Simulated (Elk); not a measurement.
Planning a run of Elk 11.2.3 (patched build) on RbBr (Fm-3m). The input:

```
tasks
  185
  186
  187

xctype
  20

rgkmax
  8.5

gmaxvr
  18.0

lmaxapw
  10

lmaxo
  8

nxlo
  2

lorbcnd
  .true.

autolinengy
  .true.

tshift
  .false.

ngridk
  4 4 4

vkloff
  0.05 0.15 0.25

nempty
  10

swidth
  0.00551

scissor
  0.09235

gmaxrf
  2.5

wplot
  317 100 0
  0.0 0.5837

optcomp
  1 1
  2 2
  3 3

nvbse
  3

ncbse
  3

bsefull
  .true.

sppath
  './'

avec
  0.0000000000 6.4760914291 6.4760914291
  6.4760914291 0.0000000000 6.4760914291
  6.4760914291 6.4760914291 -0.0000000000

atoms
  2
  'Rb.in'
  1
  0.0000000000 0.0000000000 0.0000000000
  'Br.in'
  1
  0.5000000000 0.5000000000 0.5000000000
```

The database entry behind the starting cell differs from later determinations by our own check (about 0.5 % short), so it need not match the best structure at ambient conditions.

```sh
OMP_NUM_THREADS=4 elk > log
```

How long will it take on 4 threads of Arm Neoverse V1, shared host, and how much memory?

It took 1.8 min; on shared hardware allow 53 s to 3.5 min. Peak host memory was 0.23 GiB.

The matrix is small, so building the kernel's matrix elements and any screening outweighs its diagonalisation.

[Paths, hosts, dates, memory and timing lines, banners, echoed tables and standing remarks are left out of the program output.]

[Logs are printed without paths, hosts, clocks, repeated set-up lines and the standing remarks that a program may print on its own settings, such as how far it seeks lower states.]

[Runs of the session that timed out or met a known fault of the program may be left out.]

[Hosts, paths, dates, database ids (printed as entryN), source tags and the programs' standing remarks are cut or masked in the printed files.]
